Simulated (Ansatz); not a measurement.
```
CELL_PARAMETERS angstrom
      4.42795     0.00000     0.00000
      0.00000     4.42795     0.00000
      0.00000     0.00000     2.88421
ATOMIC_POSITIONS crystal
  Ge 0.50000 0.50000 0.50000
  Ge 0.00000 0.00000 0.00000
  O  0.69369 0.69369 0.00000
  O  0.30631 0.30631 0.00000
  O  0.80631 0.19369 0.50000
  O  0.19369 0.80631 0.50000
```

The numbers are results of PBEsol, rigid bands (plane waves, PAW, scalar-relativistic; Ansatz, a quantum-chemistry and plane-wave program), not measurements. Geometry: cell and atoms relaxed with PBEsol.

Task: What conductivity effective mass do dilute electrons have at 300 K?

Result: 0.26 (x), 0.26 (y), 0.21 (z) mₑ.

Task: And the band gap?

Result: 1.56 eV at this level; semilocal functionals usually fall short of the measured gap.

Rigid bands, one relaxation time for all states, no polarons. Spin-orbit coupling is left out; where it splits the top of the valence band it changes the hole mass and lowers the gap by about a third of the splitting.
